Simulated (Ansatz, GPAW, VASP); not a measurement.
# GaSb: programs and potentials compared

```xyz
2
Lattice="0.0000 3.0590 3.0590 3.0590 0.0000 3.0590 3.0590 3.0590 0.0000" Properties=species:S:1:pos:R:3 pbc="T T T"
Sb    4.5885    4.5885    4.5885
Ga    0.0000    0.0000    0.0000
```

Alike in all runs: task single point; functional PBE; k mesh 8 × 8 × 8; occupations gaussian, width 0.02 eV; no spin polarisation; no spin-orbit coupling. Pressure is positive in compression and, in plane waves, holds the error of the finite cutoff, which Ansatz's Pulay term estimates and takes out.

```csv
program and potentials,plane-wave cutoff (eV),notes,band gap (eV),pressure (GPa)
"Ansatz, Ansatz PAW",420,14 valence electrons an atom on average; Pulay term of +0.04 GPa included,0.03,2.30
"GPAW, GPAW PAW data sets (gpaw-data 1.2.1)",600,9 valence electrons an atom on average,0.09,2.31
"VASP, PBE PAW files Ga_d, Sb, 520 eV",520,9 valence electrons an atom on average,0.04,2.38
"Ansatz, all-electron LAPW, scalar-relativistic",-,-,0.04,2.30
```

The band gap spans 0.03 (Ansatz, Ansatz PAW) to 0.09 eV (GPAW, GPAW PAW data sets (gpaw-data 1.2.1)), with all-electron results at 0.04. The pressure spans 2.30 (Ansatz, Ansatz PAW) to 2.38 GPa (VASP, PBE PAW files Ga_d, Sb, 520 eV), with all-electron results at 2.30. Spin-orbit coupling, left out here, moves the band edges of heavy atoms.

The functional is the same throughout but for its coding, so the spread measures potentials, basis and numerics; runs on potential files found faulty are left out.
